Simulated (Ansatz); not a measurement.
**CoO under changes of volume**

One of the cells (11.575 Å³/atom); the others are scaled copies at fixed shape and fractional positions:

```
Co O
1.0
     3.19765    0.00000    0.00000
    -1.59882    2.76924    0.00000
     0.00000    0.00000    5.22871
Co O
2 2
Direct
  0.33333 0.66667 0.50336
  0.00000 0.00000 0.00347
  0.33333 0.66667 0.87156
  0.00000 0.00000 0.37161
```

Measurements of this composition are mostly on another form, of space group No. 225.

* Program: Ansatz 0.2.0
* Functional: LDA
* Potentials or basis: Ansatz PAW
* Cutoff: 420 eV (not typed: the program's choice for these potentials)
* k mesh: 10 × 10 × 5
* Occupations: fermi-dirac, width 0.05 eV
* Spin: collinear spin, ferromagnetic start
* Starting moments: [2.0, 2.0, 0.0, 0.0] μB

| volume (Å³/atom) | energy over the lowest point (meV/atom) | pressure (GPa) | largest force (eV/Å) |
| --- | --- | --- | --- |
| 10.881 | 0.00 | -11.7 | 0.030 |
| 11.112 | ? | ? | ? |
| 11.344 | 40.65 | -16.1 | 0.031 |
| 11.575 | 65.40 | -18.0 | 0.047 |
| 11.807 | 92.74 | -19.7 | 0.057 |
| 12.038 | 122.40 | -21.3 | 0.061 |
| 12.270 | 154.06 | -22.7 | 0.062 |

Problem. What does the run at 11.112 Å³/atom give?

Solution. Energy over the lowest point 18.79 meV/atom; pressure -14.0 GPa; largest force 0.007 eV/Å.

Worked out: A Birch-Murnaghan fit of order 3 (a polynomial in V^(-2/3)) to the other rows has no minimum within the range. It gives 18.67 meV/atom at 11.112 Å³/atom, against the run's 18.79, and -dE/dV = -14.1 GPa, against -14.0.

Energies are extrapolated to zero smearing.

Caveats: the PAW data sets come from PBE, with cores solved anew for the run's functional, which leaves a small shift of forces and pressure; the starting moments weren't kept.
